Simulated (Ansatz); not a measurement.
**C4H8: which of these isomers lies lowest?**

4 of its isomers, all singlets with charge 0: A = cis-2-butene `C/C=C\C`; B = trans-2-butene `C/C=C/C`; C = cyclobutane `C1CCC1`; D = 1-butene `C=CCC`.

Shapes, held fixed at every level: PBE0-D4/def2-TZVP. Flexible molecules stand in one conformer, not always the lowest. Programs: Ansatz 0.2.0.

Enthalpies at 298 K in kJ/mol, with harmonic thermal terms from PBE0-D4/def2-TZVP. Measured gas-phase heats of formation: A Active Thermochemical Tables; B Active Thermochemical Tables; C CRC Handbook of Chemistry and Physics; D Active Thermochemical Tables.

```
                level                    kind  B − A  C − A  D − A
          HF/def2-SVP            Hartree–Fock   -6.9  +39.0   +5.6
r2SCAN0-D4/def2-TZVPP           global hybrid   -5.1  +26.9   +9.3
   wB97M-V/def2-TZVPP  range-separated hybrid   -5.1  +27.3   +7.2
   wB97X-V/def2-TZVPP  range-separated hybrid   -5.1  +19.8   +7.2
       MP2/def2-TZVPP     perturbation theory   -5.2  +23.7   +6.5
        CCSD/def2-SVP   coupled cluster or CI   -6.7  +25.9   +4.9
      CCSD/def2-TZVPP   coupled cluster or CI   -5.5  +28.9   +5.2
 CCSD(T)/CBS estimate   coupled cluster or CI   -4.8  +32.5   +5.9
             measured              experiment   -3.8  +35.0   +7.3
```

Experiment puts B lowest of these. All levels agree on that. Mean absolute errors: CCSD(T)/CBS estimate 1.6; HF/def2-SVP 2.9; wB97M-V/def2-TZVPP 3.0; CCSD/def2-TZVPP 3.3; r2SCAN0-D4/def2-TZVPP 3.8; MP2/def2-TZVPP 4.5; CCSD/def2-SVP 4.8; wB97X-V/def2-TZVPP 5.5 kJ/mol. The CBS estimate extrapolates MP2 from def2-TZVPP and def2-QZVPP and adds CCSD(T) − MP2 in the triple-zeta set, cores frozen. Gaps this small can turn on the conformers taken.
